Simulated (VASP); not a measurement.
Set up this calculation in VASP 6.6.1, as the native input.

| Property | Result |
| --- | --- |
| Task | band structure |
| Functional | LDA |
| Potentials or basis | VASP PAW LDA potentials, release 64 (Si, C) |
| Cutoff | 520 eV |
| k mesh | 8 × 6 × 8 |
| Occupations | gaussian, width 0.02 eV |
| Spin | no spin polarisation |
| Further INCAR settings | ALGO = Normal; EDIFF = 1e-07; NBANDS = 16 |

The system is SiC.

```xyz
4
Lattice="3.0837 0.0000 0.0000 0.0000 4.3610 0.0000 0.0000 0.0000 3.0558" Properties=species:S:1:pos:R:3 pbc="T T T"
Si    0.0000    4.3591    0.0000
Si    1.5418    2.1786    1.5279
C     0.0000    1.0922    1.5279
C     1.5418    3.2727    0.0000
```

The cell was built by a generator and isn't the measured one.

One way to write it, as run:

POSCAR

```
SiC                                     
1.0
    3.0836857290      0.0000000000      0.0000000000
    0.0000000000      4.3609901800      0.0000000000
    0.0000000000      0.0000000000      3.0558158657
  Si              C             
     2     2
Direct
     0.0000000000000000    0.9995613789728210    0.0000000000000000
     0.5000000000000000    0.4995613789728210    0.5000000000000000
     0.0000000000000000    0.2504386210271790    0.5000000000000000
     0.5000000000000000    0.7504386210271790    0.0000000000000000
```

INCAR.step1

```
PREC = Accurate
ENCUT = 520
EDIFF = 1E-7
ISMEAR = 0
SIGMA = 0.02
LREAL = F
LASPH = T
NELM = 60
ALGO = Normal
ISIF = 2
LWAVE = F
LCHARG = T
GGA = CA
NBANDS = 16
```

KPOINTS.step1

```
regular mesh
0
Gamma
  8 6 8
```

INCAR.step2

```
PREC = Accurate
ENCUT = 520
EDIFF = 1E-7
ISMEAR = 0
SIGMA = 0.05
LREAL = F
LASPH = T
NELM = 60
ALGO = Normal
ISIF = 2
LWAVE = F
LCHARG = F
GGA = CA
NBANDS = 16
ICHARG = 11
```

KPOINTS.step2

```
path GXSYGZURTZ,YT,UX,SR
10
line-mode
reciprocal
 0.0000000000  0.0000000000  0.0000000000  G
 0.0000000000  0.0000000000  0.5000000000  X

 0.0000000000  0.0000000000  0.5000000000  X
 0.5000000000  0.0000000000  0.5000000000  S

 0.5000000000  0.0000000000  0.5000000000  S
 0.5000000000  0.0000000000  0.0000000000  Y

 0.5000000000  0.0000000000  0.0000000000  Y
 0.0000000000  0.0000000000  0.0000000000  G

 0.0000000000  0.0000000000  0.0000000000  G
 0.0000000000  0.5000000000  0.0000000000  Z

 0.0000000000  0.5000000000  0.0000000000  Z
 0.0000000000  0.5000000000  0.5000000000  U

 0.0000000000  0.5000000000  0.5000000000  U
 0.5000000000  0.5000000000  0.5000000000  R

 0.5000000000  0.5000000000  0.5000000000  R
 0.5000000000  0.5000000000  0.0000000000  T

 0.5000000000  0.5000000000  0.0000000000  T
 0.0000000000  0.5000000000  0.0000000000  Z

 0.5000000000  0.0000000000  0.0000000000  Y
 0.5000000000  0.5000000000  0.0000000000  T

 0.0000000000  0.5000000000  0.5000000000  U
 0.0000000000  0.0000000000  0.5000000000  X

 0.5000000000  0.0000000000  0.5000000000  S
 0.5000000000  0.5000000000  0.5000000000  R
```

Potentials or basis: VASP PAW LDA potentials, release 64 (Si, C).

Launch:

```bash
$ cat potpaw_LDA.64/Si/POTCAR potpaw_LDA.64/C/POTCAR > POTCAR
$ cp INCAR.step1 INCAR
$ cp KPOINTS.step1 KPOINTS
$ mpirun -np 1 vasp_std > vasp.out
$ cp INCAR.step2 INCAR
$ cp KPOINTS.step2 KPOINTS
$ mpirun -np 1 vasp_std > vasp.out
```

It gave:

```json
{"Band gap on the k mesh": "1.23 eV", "Band gap along the path": "1.23 eV"}
```

Caveat: the log is that of the step along the path at fixed density, whose energy, stress, charges and moments have no meaning.

Wall time 44 s on 1 thread of Intel(R) Xeon(R) Platinum 8488C (Sapphire Rapids) (shared host), peak memory 0.17 GiB.
